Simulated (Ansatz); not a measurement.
Stationary points along a deformation path in Pd

Computed with DFT PBE, scalar-relativistic, plane waves, PAW in Ansatz 0.2.0. Settings: plane waves to 420 eV, k-mesh 24×24×6 (Γ-centred), Gaussian smearing 0.15 eV. No spin polarisation. Energies are free energies at this smearing, counted from the undisturbed cell; pressure is positive in compression.

The undisturbed cell (relaxed at this level; with this scan's settings it stands at 0.1 GPa; this form isn't the usual structure):

```yaml
crystal:
  lattice:
    - [2.77971, 0.00000, 0.00000]
    - [-1.38986, 2.40730, 0.00000]
    - [0.00000, 0.00000, 9.17869]
  atoms:
    - { symbol: Pd, position: [0.00000, 0.00000, 0.00000] }
    - { symbol: Pd, position: [0.33333, 0.66667, 0.25000] }
    - { symbol: Pd, position: [0.00000, 0.00000, 0.50000] }
    - { symbol: Pd, position: [0.66667, 0.33333, 0.75000] }
```

At fixed volume and fractional coordinates, lengths along (0.000, 0.000, 1.000) are scaled against those across it; ρ is that ratio over its starting value. V = 15.355 Å³/atom. Δσ is the stress along the axis less the mean stress across it (compression positive).

```csv
ρ,ΔE (meV/atom),Δσ (GPa),space group
0.800,171.4,21.08,P6_3/mmc
0.850,96.6,17.29,P6_3/mmc
0.920,26.6,9.91,P6_3/mmc
0.960,6.3,4.95,P6_3/mmc
1.000,0.0,-0.22,P6_3/mmc
1.050,11.3,-7.21,P6_3/mmc
1.100,44.0,-14.96,P6_3/mmc
1.200,173.3,-32.15,P6_3/mmc
```

Q: How does the stress give the slope of the energy, and where is the energy stationary?

A: Along the path d ln(length) is 2/3 d ln ρ on the axis and −1/3 d ln ρ across it, so dE/d ln ρ = −(2/3) V Δσ: the energy falls with ρ where Δσ is positive. Δσ vanishes or changes sign between ρ = 0.960 and 1.000, a minimum (near 1.00 by linear interpolation). Pairs of stationary points between two samples would go unseen, and could change a minimum read from distant neighbours into a maximum.

Q: Integrate that slope from ρ = 1 to 0.850 by the trapezoid rule.

A: With V/N in Å³ and 1 eV/Å³ = 160.2 GPa the slopes at ρ = 1.000, 0.960, 0.920, 0.850 are 14, -316, -633, -1105 meV/atom per unit of ln ρ. The steps add 6.2 + 20.2 + 68.8 = 95.2 meV/atom, against 96.6 from the energies; the trapezoid rule misses the curvature of the slope within each step.

In a metal these slopes depend on the k mesh and the smearing.

Cost: 8 runs of about 3 core-minutes in all, on Arm Neoverse V2 (shared hosts).